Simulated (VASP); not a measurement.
Si, 2 atoms in the cell. The structure is cubic, space group Fd-3m (No. 227). Conventional cell: a = 5.402 Å, b = 5.402 Å, c = 5.402 Å, α = 90.00°, β = 90.00°, γ = 90.00°. Around Si (site symmetry -43m) lie 4 Si at 2.34 Å. 

```yaml
Program: VASP 6.6.1
Task: single point
Functional: LDA
Potentials_or_basis: VASP PAW LDA potentials, release 64 (Si)
Cutoff: 520 eV
k_mesh: 10 × 10 × 10
Occupations: gaussian, width 0.02 eV
Spin: no spin polarisation
Dipole_correction: no
Further_INCAR_settings: ALGO = Normal; EDIFF = 1e-07; NBANDS = 11
```

Potentials or basis: VASP PAW LDA potentials, release 64 (Si).

Command:

```console
$ cat potpaw_LDA.64/Si/POTCAR > POTCAR
$ mpirun -np 1 vasp_std > vasp.out
```

Hardware: 1 thread of Intel(R) Xeon(R) Platinum 8259CL CPU @ 2.50GHz (Skylake/Cascade Lake), with other jobs on the host.

Task: How long does it take, and how much memory?

Result: Run time: 12 s on 1 thread of Intel(R) Xeon(R) Platinum 8259CL CPU @ 2.50GHz (Skylake/Cascade Lake), on a shared host, peak memory 0.14 GiB. Counts: scf iterations 12, k points 47.
